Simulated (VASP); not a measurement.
# VO2 (P4_2/mnm) in VASP: further runs, part 2 of 2

VASP 6.6.1.

### Step 4. Single point, PBE+U, collinear spin, ferromagnetic start

This run uses another cell than the first one, of 9.81 Å³/atom, 0.955 times its volume.

File INCAR:

```
PREC = Accurate
ENCUT = 600
EDIFF = 1E-7
ISMEAR = 0
SIGMA = 0.03
LREAL = False
LASPH = True
NELM = 150
ALGO = Normal
ISIF = 2
LWAVE = False
LCHARG = False
ISPIN = 2
MAGMOM = 1 1 0 0 0 0
LORBIT = 11
LMAXMIX = 4
LDAU = True
LDAUTYPE = 2
LDAUL = 2 -1
LDAUU = 3.25 0
LDAUJ = 0 0
LDAUPRINT = 1
GGA = PE
NBANDS = 38
AMIX = 0.2
BMIX = 1E-4
AMIX_MAG = 0.8
BMIX_MAG = 1E-4
KPAR = 2
```

File KPOINTS:

```
regular mesh
0
Gamma
  6 6 10
```

File POSCAR:

```
VO2
1.0
    4.5300000000      0.0000000000      0.0000000000
    0.0000000000      4.5300000000      0.0000000000
    0.0000000000      0.0000000000      2.8690000000
V O
2 4
Direct
    0.0000000000      0.0000000000      0.0000000000
    0.5000000000      0.5000000000      0.5000000000
    0.3050000000      0.3050000000      0.0000000000
    0.1950000000      0.8050000000      0.5000000000
    0.6950000000      0.6950000000      0.0000000000
    0.8050000000      0.1950000000      0.5000000000
```

The run is started by

```
$ cat potpaw_PBE.64/V_sv/POTCAR potpaw_PBE.64/O/POTCAR > POTCAR
$ mpirun -np 2 vasp_std > vasp.out
```

Run time: 9.8 min. Hardware: 2 MPI ranks of Intel Xeon Platinum 8488C (Sapphire Rapids), shared host; peak memory 0.34 GiB.

Results (log left out):

| Property | Result |
| --- | --- |
| Free energy | -45.7809 eV |
| Pressure | 14.1 GPa |
| Largest force | 0.106 eV/Å |
| Band gap on the k mesh | none (metal or under the smearing width) |
| Net moment | 2.00 μB per cell |
| Site moments | V +1.05; O -0.04 μB |
| Valence electrons inside the program's atomic spheres | V 11.46; O 5.08 |

Forces in eV/Å, atoms in the order of the input:
```
V    0.000  0.000  0.000
V    0.000  0.000  0.000
O    0.075  0.075  0.000
O   -0.075  0.075  0.000
O   -0.075 -0.075  0.000
O    0.075 -0.075  0.000
```

Stress tensor (GPa, compression positive):
```
12.95  0.00  0.00
 0.00 12.95  0.00
 0.00  0.00 16.26
```

Levels at points of the mesh, in eV from the Fermi level:
Spin up:
```tsv
k point	band 24	band 25	band 26	band 27	band 28	band 29
(0.00, 0.00, 0.00)	-1.92	-1.02	-0.36	-0.24	-0.07	-0.07
(0.50, 0.00, 0.00)	-2.32	-0.39	-0.39	0.36	0.36	0.50
(0.50, 0.50, 0.00)	-2.68	-0.33	-0.33	-0.06	-0.06	0.17
(0.00, 0.00, 0.50)	-3.18	-1.03	-1.03	0.65	0.65	1.39
(0.50, 0.00, 0.50)	-2.53	-2.01	-2.01	0.66	0.66	1.27
(0.50, 0.50, 0.50)	-2.31	-1.22	-1.22	0.70	0.70	0.85
```
Spin down:
```csv
k point,band 21,band 22,band 23,band 24,band 25,band 26,band 27,band 28
"(0.00, 0.00, 0.00)",-2.30,-1.99,-1.99,-1.42,0.58,0.67,1.07,1.07
"(0.50, 0.00, 0.00)",-3.24,-3.24,-2.24,-2.24,1.24,1.24,1.58,1.58
"(0.50, 0.50, 0.00)",-2.98,-2.98,-2.73,-2.73,0.58,0.58,1.09,1.09
"(0.00, 0.00, 0.50)",-3.73,-3.73,-3.10,-3.10,1.72,1.72,2.23,2.23
"(0.50, 0.00, 0.50)",-3.56,-3.56,-2.57,-2.57,1.10,1.10,1.74,1.74
"(0.50, 0.50, 0.50)",-2.65,-2.65,-2.29,-2.29,1.77,1.77,1.79,1.79
```

Eigenvalues of the final occupation matrices:
| site | spin | trace | eigenvalues |
| --- | --- | --- | --- |
| site 1 d | 1 | 1.94 | 0.18 0.23 0.31 0.36 0.86 |
| site 1 d | 2 | 0.91 | 0.09 0.10 0.12 0.27 0.33 |
| site 2 d | 1 | 1.94 | 0.18 0.23 0.31 0.36 0.86 |
| site 2 d | 2 | 0.91 | 0.09 0.10 0.12 0.27 0.33 |

The state reached can hang on the start; a lower one may exist.

### Step 5. Relaxation of cell and atoms, PBE+U, collinear spin, ferromagnetic start

This run uses another cell than the first one, of 9.81 Å³/atom, 0.955 times its volume.

File INCAR:

```
PREC = Accurate
ENCUT = 600
EDIFF = 1E-6
ISMEAR = 0
SIGMA = 0.03
LREAL = F
LASPH = T
NELM = 150
ALGO = Normal
ISIF = 3
LWAVE = F
LCHARG = F
ISPIN = 2
MAGMOM = 1 1 0 0 0 0
LORBIT = 11
LMAXMIX = 4
LDAU = T
LDAUTYPE = 2
LDAUL = 2 -1
LDAUU = 3.25 0
LDAUJ = 0 0
LDAUPRINT = 1
GGA = PE
IBRION = 2
NSW = 90
EDIFFG = -0.01
AMIX = 0.2
BMIX = 1E-4
AMIX_MAG = 0.8
BMIX_MAG = 1E-4
KPAR = 2
```

KPOINTS is that of step 4.

POSCAR is that of step 4.

Potentials or basis: VASP PAW PBE potentials, release 64 (V_sv, O).

The run is started by

```
$ cat potpaw_PBE.64/V_sv/POTCAR potpaw_PBE.64/O/POTCAR > POTCAR
$ mpirun -np 2 vasp_std > vasp.out
```

OUTCAR:

```text
PREC = Accurate
   ENCUT = 600
   EDIFF = 1E-6
   ISMEAR = 0
   LREAL = F
   LASPH = T
   NELM = 150
   ISIF = 3
   ISPIN = 2
   LORBIT = 11
   GGA = PE
   IBRION = 2
   NSW = 90
   EDIFFG = -0.01
   AMIX = 0.2
   AMIX_MAG = 0.8

 ion  position               nearest neighbor table
   1  0.000  0.000  0.000-   4 1.90   6 1.90   4 1.90   6 1.90   5 1.95   3 1.95
   2  0.500  0.500  0.500-   3 1.90   5 1.90   3 1.90   5 1.90   4 1.95   6 1.95
   3  0.305  0.305  0.000-   2 1.90   2 1.90   1 1.95
   4  0.195  0.805  0.500-   1 1.90   1 1.90   2 1.95
   5  0.695  0.695  0.000-   2 1.90   2 1.90   1 1.95
   6  0.805  0.195  0.500-   1 1.90   1 1.90   2 1.95

  LATTYP: Found a simple tetragonal cell.
 ALAT       =     4.5300000000
 C/A-ratio  =     0.6333333333

  Lattice vectors:

 A1 = (   4.5300000000,   0.0000000000,   0.0000000000)
 A2 = (   0.0000000000,   4.5300000000,   0.0000000000)
 A3 = (   0.0000000000,   0.0000000000,   2.8690000000)
[... 562 lines left out ...]

 E-fermi :   5.6458     XC(G=0): -11.3900

 val. band max:        5.6253244826   @ k =   0.0000   0.0000   0.0000
 cond. band min:       5.6692977854   @ k =   0.0000   0.0000   0.1000
 fundamental gap:      0.0439733028
 Fermi energy:         5.6457942227

 spin component 1

 k-point     1 :       0.0000    0.0000    0.0000
  band No.  band energies     occupation
      1     -61.1351      1.00000
      2     -61.1288      1.00000
      3     -35.0833      1.00000
      4     -35.0694      1.00000
      5     -34.8063      1.00000
      6     -34.8061      1.00000
[... 1660 lines left out ...]
  FREE ENERGIE OF THE ION-ELECTRON SYSTEM (eV)
  ---------------------------------------------------
  free  energy   TOTEN  =       -45.9741946492 eV

  energy  without entropy=      -45.9741235189  energy(sigma->0) =      -45.97415908

 reached required accuracy - stopping structural energy minimisation

 total charge

# of ion       s       p       d       tot
------------------------------------------
    1        2.271   6.313   2.722  11.306
    2        2.271   6.313   2.722  11.306
    3        1.565   3.488   0.000   5.053
    4        1.565   3.488   0.000   5.053
    5        1.565   3.488   0.000   5.053
    6        1.565   3.488   0.000   5.053
--------------------------------------------------
tot         10.801  26.577   5.445  42.823

 magnetization (x)

# of ion       s       p       d       tot
------------------------------------------
    1        0.007   0.007   0.986   1.000
    2        0.007   0.007   0.986   1.000
    3       -0.001  -0.017   0.000  -0.018
    4       -0.001  -0.017   0.000  -0.018
    5       -0.001  -0.017   0.000  -0.018
    6       -0.001  -0.017   0.000  -0.018
--------------------------------------------------
tot          0.009  -0.053   1.972   1.927
```

OSZICAR:

```text
N       E                     dE             d eps       ncg     rms          rms(c)
DAV:   1     0.704827534019E+03    0.70483E+03   -0.30522E+04  7456   0.197E+03
DAV:   2     0.156746258268E+02   -0.68915E+03   -0.66093E+03  8081   0.567E+02
[... 176 lines left out ...]
DAV:   1    -0.459749807549E+02   -0.98657E-03   -0.42468E-02  7440   0.208E+00    0.209E-01
DAV:   2    -0.459746206450E+02    0.36011E-03   -0.16268E-03  7697   0.379E-01    0.150E-01
DAV:   3    -0.459743731764E+02    0.24747E-03   -0.13351E-04  8721   0.940E-02    0.104E-01
DAV:   4    -0.459741995205E+02    0.17366E-03   -0.41975E-04  8630   0.162E-01    0.284E-02
DAV:   5    -0.459741968597E+02    0.26608E-05   -0.37895E-05  7497   0.473E-02    0.184E-02
DAV:   6    -0.459741945798E+02    0.22798E-05   -0.10619E-05  7927   0.260E-02    0.531E-03
DAV:   7    -0.459741946492E+02   -0.69376E-07   -0.81151E-07  4000   0.743E-03
   8 F= -.45974195E+02 E0= -.45974159E+02  d E =-.200510E-03  mag=     2.0000
```

Wall time 15 min (2 MPI ranks of Intel Xeon Platinum 8488C (Sapphire Rapids), shared host); peak memory 0.33 GiB.

What came out:

```
Free energy                                           : -45.9742 eV
Relaxed volume                                        : 10.50 Å³/atom
Relaxed cell                                          : a = 4.624 Å, b = 4.624 Å, c = 2.947 Å, α = 90.00°, β = 90.00°, γ = 90.00°
Space group after relaxing (to 0.05 Å)                : P4_2/mnm (No. 136)
Energy gained by relaxing                             : 32.3 meV/atom
Ionic steps                                           : 8
Pressure after relaxing                               : 0.0 GPa
Band gap on the k mesh                                : 0.04 eV, indirect (least direct gap 0.05 eV)
Net moment                                            : 2.00 μB per cell
Site moments                                          : V +1.00; O -0.02 μB
Valence electrons inside the program's atomic spheres : V 11.31; O 5.05
```

Stress tensor (GPa, compression positive):
```
-0.07  0.00  0.00
 0.00 -0.07  0.00
 0.00  0.00  0.08
```

The path:
```tsv
step	energy change (eV)	largest force (eV/Å)	pressure (GPa)	volume (Å³)
1	0.0000	0.0585	13.72	58.87
2	-0.0145	0.8747	-11.69	66.33
3	-0.1586	0.6131	-0.40	62.62
4	-0.1920	0.0673	-1.17	63.37
5	-0.1920	0.0514	-1.21	63.39
6	-0.1921	0.0632	1.24	62.71
7	-0.1934	0.0060	0.03	63.04
8	-0.1936	0.0009	-0.02	63.02
```

Final structure:
```yaml
crystal:
  lattice:
    - [4.62418, 0.00000, 0.00000]
    - [0.00000, 4.62418, 0.00000]
    - [0.00000, 0.00000, 2.94718]
  atoms:
    - { symbol: V, position: [0.00000, 0.00000, 0.00000] }
    - { symbol: V, position: [0.50000, 0.50000, 0.50000] }
    - { symbol: O, position: [0.30960, 0.30960, 0.00000] }
    - { symbol: O, position: [0.19040, 0.80960, 0.50000] }
    - { symbol: O, position: [0.69040, 0.69040, 0.00000] }
    - { symbol: O, position: [0.80960, 0.19040, 0.50000] }
```

Eigenvalues of the final occupation matrices:
| site | spin | trace | eigenvalues |
| --- | --- | --- | --- |
| site 1 d | 1 | 1.87 | 0.11 0.19 0.28 0.36 0.93 |
| site 1 d | 2 | 0.88 | 0.08 0.09 0.13 0.26 0.32 |
| site 2 d | 1 | 1.87 | 0.11 0.19 0.28 0.36 0.93 |
| site 2 d | 2 | 0.88 | 0.08 0.09 0.13 0.26 0.32 |

### Step 6. Overview

```tsv
task	level	U	cell	k mesh	cutoff (eV)	k mesh for the DOS	occupations for the DOS	grid for exact exchange (PRECFOCK)	screening parameter	gap on the mesh (eV)	pressure (GPa)	moment (μB)	largest force (eV/Å)
density of states	PBE+U	V d U = 3.25 eV	P4_2/mnm, 10.28 Å³/atom	6 × 6 × 10	520	9 × 9 × 15	tetrahedron	-	-	-	-	2.00	-
band structure	HSE06	-	P4_2/mnm, 10.28 Å³/atom	4 × 4 × 6	520	-	-	Fast	0.2 1/A	1.85	-13.7	2.00	0.05
single point	PBE+U	V d U = 3.25 eV	P4_2/mnm, 9.81 Å³/atom	6 × 6 × 10	600	-	-	-	-	none	14.1	2.00	0.11
relaxation of cell and atoms	PBE+U	V d U = 3.25 eV	relaxed	6 × 6 × 10	600	-	-	-	-	0.04	0.0	2.00	-
```

Alike in all rows: potentials or basis VASP PAW PBE potentials, release 64 (V_sv, O); spin collinear, ferromagnetic start; smearing gaussian 0.03 eV.

Caveats: the PAW data sets were made with another functional, which shifts forces and pressure a little (some runs).

Absolute energies hang on the potentials; compare differences alone.
